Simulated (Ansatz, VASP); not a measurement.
## Au in VASP and in Ansatz

```
Au
1.0
     0.00000    1.83004    1.83004
     1.83004    0.00000    1.83004
     1.83004    1.83004    0.00000
Au
1
Direct
  0.00000 0.00000 0.00000
```

Change from the starting cell: volume scaled by 0.72, PAW files.

Alike in both runs: task single point; functional PBEsol; k mesh 18 × 18 × 18; occupations fermi-dirac, width 0.08 eV; no spin polarisation.

|  | VASP | Ansatz |
| --- | --- | --- |
| version | VASP 6.6.1 | Ansatz 0.2.0 |
| potentials or method | VASP PAW PBE potentials, release 64 (Au) | PAW with Ansatz's default frozen-core files, scalar-relativistic |
| plane-wave cutoff (eV) | 520 | 420 |
| valence electrons in the cell | 11 | 19 |

```tsv
	VASP	Ansatz	Ansatz less VASP
pressure (GPa)	144.1	143.8	-0.30
```

The functional is the same, so the differences come from potentials, cutoffs and numerics. The two sets of potentials don't hold the same shells in valence.

Caveats: the cell as given lies far from equilibrium; so large a pressure means that the cell lies far from this level's equilibrium, or that cutoff or potentials fall short (VASP); the potentials were made for another functional, which shifts forces and pressure (VASP). The runs have no spin-orbit coupling, so splittings on Au are missing.
